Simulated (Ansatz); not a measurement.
From barrier to diffusion: H in ZrN

Method: DFT PBE, scalar-relativistic, plane waves, PAW in Ansatz. Settings: 420 eV cutoff, 4×4×4 k-mesh, Gaussian smearing of 0.10 eV, no spin polarisation.

Host crystal, relaxed:

```cif
data_structure
_symmetry_space_group_name_H-M 'P 1'
_symmetry_Int_Tables_number 1
_cell_length_a 3.2489
_cell_length_b 3.2489
_cell_length_c 3.2489
_cell_angle_alpha 60.000
_cell_angle_beta 60.000
_cell_angle_gamma 60.000
_cell_volume 24.25
loop_
_atom_site_label
_atom_site_type_symbol
_atom_site_fract_x
_atom_site_fract_y
_atom_site_fract_z
_atom_site_occupancy
Zr1 Zr 0.50000 0.50000 0.50000 1
N1 N 0.00000 0.00000 0.00000 1
```

In a supercell of 16 host sites, interstitial H hops to an equivalent place, moving 2.28 Å. Climbing-image nudged elastic band at fixed cell; the order of the saddle wasn't checked, and the small cell leaves errors of about a tenth of an eV. Zero-point motion and tunnelling, which matter for H, are left out.

A cell with an odd number of electrons and no spin polarisation is a metal by construction and may be lower with spin.

```tsv
image	path (Å)	E − E(0) (eV)
0	0.00	0.000
1	0.39	0.288
2	0.78	0.896
3	1.16	1.206
4	1.55	0.896
5	1.94	0.287
6	2.33	0.000
```

What are the barriers forward and back, and what attempt frequency does the shape suggest?

Forward 1.21 eV, back 1.21 eV, the ends being level. For a sinusoidal profile E_b sin²(πx/l), with the H atom alone moving, ν = (1/l)√(E_b/2m) = 3.3×10¹³ s⁻¹, within an order of magnitude of the customary 10¹³ s⁻¹; a true prefactor needs the vibrations at the minimum and at the saddle.

With ν = 10¹³ s⁻¹, give the forward jump rate along this one path, the wait 1/k for that jump, the diffusivity D ≈ l²k and the distance √(Dt) covered in an hour at 300, 600 and 1000 K, taking the host as solid throughout.

k = ν exp(−E_b/k_BT):
```tsv
T (K)	k (1/s)	wait (s)	D (cm²/s)	√(Dt) in 1 h (nm)
300	5.4×10⁻⁸	1.8×10⁷	2.8×10⁻²³	3.2×10⁻³
600	736	1.4×10⁻³	3.8×10⁻¹³	372
1000	8.3×10⁶	1.2×10⁻⁷	4.3×10⁻⁹	4.0×10⁴
```

D = l²k holds for six equivalent jumps in three dimensions (z l²k/6) and is a scale otherwise. Long-range transport needs a connected net of such jumps, and traps slow it. D is that of an interstitial already there. An error of 0.1 eV in the barrier changes k by a factor of 48 at 300 K and 3.2 at 1000 K.

Cost: 1 run of about 39 core-minutes, on Arm Neoverse N1 (shared hosts).